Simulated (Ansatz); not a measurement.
# Cu2O: the cost of one run

Computed with Ansatz 0.2.0 (DFT LDA, spin-orbit coupling, plane waves, PAW, unless a step's input says otherwise).

The COD entry's cell or inner coordinates are ideal or old and differ from later refinements, so a difference from it is no clean test against experiment.

## (1) The starting structure

The structure is cubic, space group Pn-3m (No. 224). The conventional cell has a = 4.260 Å, b = 4.260 Å, c = 4.260 Å, α = 90.00°, β = 90.00°, γ = 90.00°. Cu (site symmetry -3m) is surrounded by 2 O at 1.84 Å. O (site symmetry -43m) has 4 Cu at 1.84 Å as nearest neighbours.

Structure file:

```
Cu O
1.0
     4.26000    0.00000    0.00000
     0.00000    4.26000    0.00000
     0.00000    0.00000    4.26000
Cu O
4 2
Cartesian
  1.0650 1.0650 1.0650
  1.0650 3.1950 3.1950
  3.1950 3.1950 1.0650
  3.1950 1.0650 3.1950
  0.0000 0.0000 0.0000
  2.1300 2.1300 2.1300
```

The structure rests on an entry of the Crystallography Open Database; cell or positions may have been set otherwise for this series.

## (2) Single point: Cu2O

Input file input.yaml:

```yaml
crystal:
  lattice:
    - [4.26, 0.0, 0.0]
    - [0.0, 4.26, 0.0]
    - [0.0, 0.0, 4.26]
  atoms:
    - { symbol: Cu, position: [0.25, 0.25, 0.25] }
    - { symbol: Cu, position: [0.25, 0.75, 0.75] }
    - { symbol: Cu, position: [0.75, 0.75, 0.25] }
    - { symbol: Cu, position: [0.75, 0.25, 0.75] }
    - { symbol: O, position: [0.0, 0.0, 0.0] }
    - { symbol: O, position: [0.5, 0.5, 0.5] }
scf:
  occupations: { method: fixed }
output:
  eigenstates:
    kpoints:
      - [0, 0, 0]
      - [0, 0, 0.01]
      - [0, 0, 0.02]
      - [0, 0, 0.03]
      - [0, 0, 0.04]
      - [0, 0, 0.05]
      - [0, 0, 0.06]
      - [0, 0, 0.08]
      - [0, 0, 0.1]
      - [0, 0, 0.12]
      - [0, 0, 0.15]
      - [0, 0, 0.2]
      - [0, 0, 0.25]
      - [0, 0, 0.3]
      - [0, 0, 0.4]
      - [0, 0, 0.5]
      - [0.01, 0.01, 0]
      - [0.02, 0.02, 0]
      - [0.03, 0.03, 0]
      - [0.04, 0.04, 0]
      - [0.05, 0.05, 0]
      - [0.06, 0.06, 0]
      - [0.08, 0.08, 0]
      - [0.1, 0.1, 0]
      - [0.12, 0.12, 0]
      - [0.15, 0.15, 0]
      - [0.2, 0.2, 0]
      - [0.25, 0.25, 0]
      - [0.3, 0.3, 0]
      - [0.4, 0.4, 0]
      - [0.5, 0.5, 0]
      - [0.01, 0.01, 0.01]
      - [0.02, 0.02, 0.02]
      - [0.03, 0.03, 0.03]
      - [0.04, 0.04, 0.04]
      - [0.05, 0.05, 0.05]
      - [0.06, 0.06, 0.06]
      - [0.08, 0.08, 0.08]
      - [0.1, 0.1, 0.1]
      - [0.12, 0.12, 0.12]
      - [0.15, 0.15, 0.15]
      - [0.2, 0.2, 0.2]
      - [0.25, 0.25, 0.25]
      - [0.3, 0.3, 0.3]
      - [0.4, 0.4, 0.4]
      - [0.5, 0.5, 0.5]
    top_band: c2
hamiltonian:
  xc: lda
kpoints:
  mp_grid: { grid: [8, 8, 8] }
magnetization:
  noncollinear: true
  spin_orbit: true
```

Launch:

```bash
ansatz run input.yaml --threads 4 --pin off --max-ram 8192MiB --backend cpu --events-out ev --progress --plain --runs-dir out
```

What time and memory should one allow on 4 threads of Intel Xeon 6975P-C (Granite Rapids), shared host?

About 22 s, with a peak of 0.99 GiB.
